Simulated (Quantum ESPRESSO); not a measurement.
## NiO in Quantum ESPRESSO: the effect of target pressure

Crystal: NiO.

```
Ni O
1.0
     0.00000    2.09131    2.09131
     2.09131    0.00000    2.09131
     2.09131    2.09131    0.00000
Ni O
1 1
Cartesian
  0.0000 0.0000 0.0000
  2.0913 2.0913 2.0913
```

Alike in all runs:

- Program: Quantum ESPRESSO 7.5
- Task: phonons
- Functional: LDA
- Potentials or basis: PseudoDojo 0.4.1 SR LDA standard
- Cutoff: 1333 eV
- Density cutoff: 5333 eV
- k mesh: 4 × 4 × 4, shifted
- Occupations: fermi-dirac, width 0.05 eV
- Spin: collinear spin, ferromagnetic start
- Starting moments: [1.0, 0.0] μB

Each run relaxes the cell or the atoms first.

Q: One run gave: relaxed volume 7.74 Å³/atom; highest phonon frequency 438 cm⁻¹. Which target pressure did it use?
A. 20 GPa
B. 0 GPa
C. 5 GPa
D. 10 GPa

A: A.

```csv
target pressure,relaxed volume (Å³/atom),highest phonon frequency (cm⁻¹)
0 GPa,8.27,353
5 GPa,8.12,377
10 GPa,7.98,398
20 GPa,7.74,438
```

Caveats: all runs use coarse meshes; the mesh is thin for the phonons of a metal; a cell with one magnetic atom can't hold antiferromagnetic order, which such compounds often take; the cell is more than 3 GPa from zero pressure, which shifts response properties (some runs); the volume moved by over 15 % at a fixed basis, so the end points are rough (some runs).

Runs at the PBE level aren't shown here.
